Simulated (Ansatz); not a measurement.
SiO2:

```
Si O
1.0
     0.00000    4.71626    7.36278
     2.35958    0.00000    7.36278
     2.35958    4.71626    0.00000
Si O
4 8
Cartesian
  3.5394 7.0744 13.7944
  2.3596 4.7163 10.1131
  2.3596 4.7163 4.6125
  3.5394 7.0744 8.2939
  1.1798 0.5984 3.6814
  1.1798 4.1179 3.6814
  2.3596 7.6728 7.3628
  2.3596 1.7597 7.3628
  2.9495 3.5372 5.5221
  2.9495 5.8953 9.2035
  1.7697 3.5372 9.2035
  1.7697 5.8953 5.5221
```

The cell comes from a database or a generator and needn't be the stable form of this composition.

Base run:

```yaml
Program: Ansatz 0.2.0
Functional: PBEsol
Potentials_or_basis: Ansatz PAW
Cutoff: 420 eV
Density_cutoff: 1680 eV
k_mesh: 7 × 7 × 7
Occupations: fermi-dirac, width 0.05 eV
Spin: no spin polarisation
```

Its results: band gap on the k mesh 5.69 eV, direct; pressure 2.4 GPa; largest force 0.223 eV/Å.

Problem. The run is repeated on the same cell with these changes: functional from PBEsol to r2SCAN; cutoff from 420 eV to 500 eV; density cutoff from 1680 eV to 2000 eV. What comes out?

Solution. Band gap on the k mesh 6.39 eV, direct; pressure 0.1 GPa; largest force 0.066 eV/Å.

r2SCAN gives the wider gap, since meta-GGAs in the generalised Kohn-Sham scheme recover part of the derivative discontinuity.

Caveats: the PAW data sets come from PBE, with cores solved anew for the run's functional, which leaves a small shift of forces and pressure; odd divisions of the mesh miss points on the zone boundary, where band edges often lie, so the gap on the mesh can be too wide (some runs); the density of states is complete only up to the lowest level of the last band computed (some runs).

Not every run made on this cell is shown here.
